## How large should the CdS cell be?

Suppose a simulation of cadmium sulfide needs a cell whose edges are right to half a percent. Does the choice of functional, the approximation for exchange and correlation, matter at that level, and is it worth climbing from a GGA, which uses the density and its gradient, to a meta-GGA, which also uses the kinetic-energy density? A quick way to find out is to hold the crystal in one fixed cell and read the pressure that each functional gives.

GPAW 26.7.0, plane-wave PAW DFT without spin polarisation or dispersion correction, for CdS (P6_3mc, 4 atoms) in one fixed cell with unrelaxed atoms. The plane-wave cutoff is 600 eV, the k mesh 5 × 5 × 3 and the Fermi-Dirac smearing width 0.05 eV. Pressure and stress are positive in compression.

```
functional                                           potentials  pressure (GPa)  stress xx (GPa)  stress yy (GPa)  stress zz (GPa)
    PBEsol  PAW-data-sets-made-by gpaw-setup-for-the-functional          -1.170           -1.340           -1.340           -0.820
      RPBE                 GPAW-PAW-data-sets-(gpaw-data-1.2.1)           4.050            3.850            3.850            4.460
      AM05  PAW-data-sets-made-by gpaw-setup-for-the-functional          -0.640           -0.810           -0.810           -0.290
    PBEint  PAW-data-sets-made-by gpaw-setup-for-the-functional          -0.110           -0.280           -0.280            0.240
     SOGGA  PAW-data-sets-made-by gpaw-setup-for-the-functional          -1.320           -1.490           -1.490           -0.970
     rSCAN                 GPAW-PAW-data-sets-(gpaw-data-1.2.1)           0.330            0.150            0.150            0.700
   revTPSS                 GPAW-PAW-data-sets-(gpaw-data-1.2.1)           0.800            0.660            0.660            1.080
```

A positive pressure means that the crystal is compressed and would expand if it were released; a negative one means that it would contract. PBEsol gives $-1.17$ GPa and wants a smaller cell. RPBE gives $4.05$ GPa and wants a much larger one, although both are GGAs. The meta-GGAs, rSCAN and revTPSS, fall between them, so the rung alone does not decide the size of the cell.

### From pressure to length

To judge whether such a pressure is large, divide it by the stiffness of the crystal. For a small, even change of volume $V$ under pressure $P$,

$$\frac{\Delta V}{V}\approx\frac{P}{B},\qquad \frac{\Delta a}{a}\approx\frac{P}{3B},$$

where $a$ is an edge and $B$ is the bulk modulus, roughly 60 GPa for CdS (a recalled value). For RPBE the edge should therefore grow by $4.05/(3\times 60)=0.0225$, or about 2.2%. A crystal softens as it expands, and a rough allowance for this raises the estimate to 2.7%.

A tolerance of half a percent in the edge corresponds to only 0.9 GPa. The step from PBEsol to PBEint, 1.06 GPa, already exceeds it. Without RPBE, the other six functionals span 2.12 GPa, or about 1.2% in the edge. At a tolerance of half a percent the choice among these six still matters; at two percent it hardly does, while RPBE remains a different case. The rows are a selection, with failed runs and some others left out, so this span describes these six and not functionals in general.

The fixed cell has edges of 4.15 and 6.737 Å, a few tenths of a percent longer than the measured ones as recalled. RPBE would thus make the edges of CdS too long by some two to three percent, in line with its known habit of overestimating the volumes of solids. The missing zero-point and thermal motion does not excuse it, since that motion would normally enlarge the cell further.

### Why two GGAs disagree so much

A GGA multiplies the exchange energy of a uniform electron gas by a factor $F(s)$. The reduced gradient $s$ measures how quickly the density changes relative to its own size. When the crystal expands, the density between the atoms thins out and $s$ tends to rise there. Exchange energy is negative, so a functional whose $F$ climbs steeply lowers the energy of the expanded crystal by more than one with a flatter $F$ does. At a fixed cell this preference for expansion appears as extra outward pressure.

PBEsol was built with a gentle rise: for small $s$, its $F$ grows as about $0.12\,s^2$. RPBE starts with about $0.22\,s^2$ and so rewards thin, rapidly varying density much more. PBEint begins like PBEsol and turns towards the steeper form at larger $s$. It should therefore push outwards a little more than PBEsol and far less than RPBE, as the table shows.

This argument can be made into a simple model by taking the pressure to be linear in the slope of $F$ at one typical $s$. The line is fixed by PBEsol and RPBE, and PBEint is then predicted. At $s=1$ the model gives about 0.1 GPa for PBEint, against the computed $-0.11$ GPa. The miss is about a fifth of the step from PBEsol to PBEint, but it changes the sign.

The choice of $s$ is the weak point, because a real crystal contains a range of values. Moving it from 0.5 to 1.5 shifts the prediction for PBEint from $-0.7$ to $0.6$ GPa. What survives is the order of the slopes, with SOGGA and PBEsol lowest, then PBEint, then RPBE, at each of the seven values tried between 0.5 and 2. The model also ignores differences in how correlation responds to gradients, and the atomic data sets of RPBE come from another source than those of the other GGAs, with an untested effect on the pressure. It therefore supports the mechanism without proving it. The printed output after the text gives the estimates and the trials with other values of $s$.

The model leaves out AM05, whose exchange and correlation were designed as a pair, and the meta-GGAs, for which $s$ alone is not enough. Their kinetic-energy density helps them to tell different kinds of bonding apart. That freedom need not make the cell larger or smaller, and here both land closer to PBEint than to RPBE. The atomic data sets used for rSCAN and revTPSS were probably made for PBE, and the effect on the pressure is untested, so the 0.47 GPa between the two should not be used to rank them.

### Why the smallest pressure does not pick the winner

PBEint comes closest to zero pressure, which makes it tempting to call it the best choice. But the fixed cell is probably a little too large. If its edges exceed the measured ones by a quarter of a percent, every pressure would be about 0.45 GPa higher in the measured cell, and AM05 would take the place of PBEint. An unconverged cutoff or mesh could shift all the pressures together by an unknown amount. Such a shift could reverse the sign of PBEint or, in the other direction, that of rSCAN, while the large gap to RPBE would largely remain.

PBEint is not in equilibrium in this cell either. Its stress is $-0.28$ GPa along xx and $0.24$ GPa along zz, so the two partly cancel in the average, where the in-plane value counts twice. The zz stress exceeds the xx stress in every row, by about half a GPa, which points to something that all rows share. The shape of the cell and the atomic positions are the likely main source, though the common mesh and cutoff may contribute. The atoms still feel forces along the $c$ axis, and relaxing them could change this difference. A calculation that adjusts only the volume would miss both effects.

### What to choose, and what it costs

For the size of this cell, avoid RPBE as it was run here, without a dispersion correction. The other six cannot be ranked against nature with these data, so a sensible course is to relax the shape and the atoms with two of them, for example PBEsol and rSCAN, and to treat the difference as a first guess at the uncertainty, since both could err in the same direction. First repeat one pressure with a higher cutoff and a denser mesh. If the result moves by a sizeable part of 0.9 GPa, the settings need attention before the functional does.

No costs were measured here, but the scaling gives a rough guide. Replacing one GGA by another costs almost nothing extra, although it can move the edge by more than two percent. A meta-GGA adds work for the kinetic-energy density without changing how the cost grows with the size of the system. These data show no gain in the cell that would require it, so its use here is as a second opinion. Relaxing the cell repeats the calculation many times and is likely to be the larger expense.

A good cell does not promise good electronic properties. In the same runs the band gaps lie between 1.0 and 1.6 eV, well below the measured value of roughly 2.5 eV, and spin-orbit coupling, added afterwards by second variation, lowers them by less than 0.02 eV. In the data makers' tests on other systems the spin-orbit splittings came out too wide, so the true lowering may be smaller still, but nothing in these runs tests that for CdS. The largest gap belongs to rSCAN, not to the functional with the largest pressure. If the purpose is optical absorption, choose a method for the gap separately, such as a hybrid functional, which mixes in exact exchange at a much higher cost.

The analysis program printed:

```
Linear estimates from the pressure at the fixed cell:
      row  pressure GPa  volume change %  edge change %  zz less xx GPa  gap eV
   PBEsol         -1.17            -1.95          -0.65            0.52   1.036
     RPBE          4.05             6.75           2.25            0.61   1.361
     AM05         -0.64           -1.067        -0.3556            0.52    1.16
   PBEint         -0.11          -0.1833       -0.06111            0.52    1.14
    SOGGA         -1.32             -2.2        -0.7333            0.52   1.023
    rSCAN          0.33             0.55         0.1833            0.55   1.594
  revTPSS           0.8            1.333         0.4444            0.42   1.311
RPBE less PBEsol pressure (GPa): 5.22
RPBE less the next highest pressure (GPa): 3.25
spread of the six functionals without RPBE (GPa): 2.12
the same spread as edge length (%): 1.178
revTPSS less rSCAN pressure (GPa): 0.47
PBEint less PBEsol pressure (GPa): 1.06
PBEsol less SOGGA pressure (GPa): 0.15
pressure worth half a percent of edge length (GPa): 0.9
pressure worth half a percent of volume (GPa): 0.3
RPBE edge change with softening on expansion (%): 2.718
PBEint pressure from the slope model at s 0.5 (GPa): -0.7118
PBEint pressure from the slope model at s 1.0 (GPa): 0.1089
PBEint pressure from the slope model at s 1.5 (GPa): 0.5811
SOGGA pressure from the slope model at s 1.0 (GPa): -1.322
SOGGA pressure from the slope model at s 1.5 (GPa): -1.534
sweep points of 7 with slopes in the order SOGGA PBEsol PBEint RPBE: 7
```
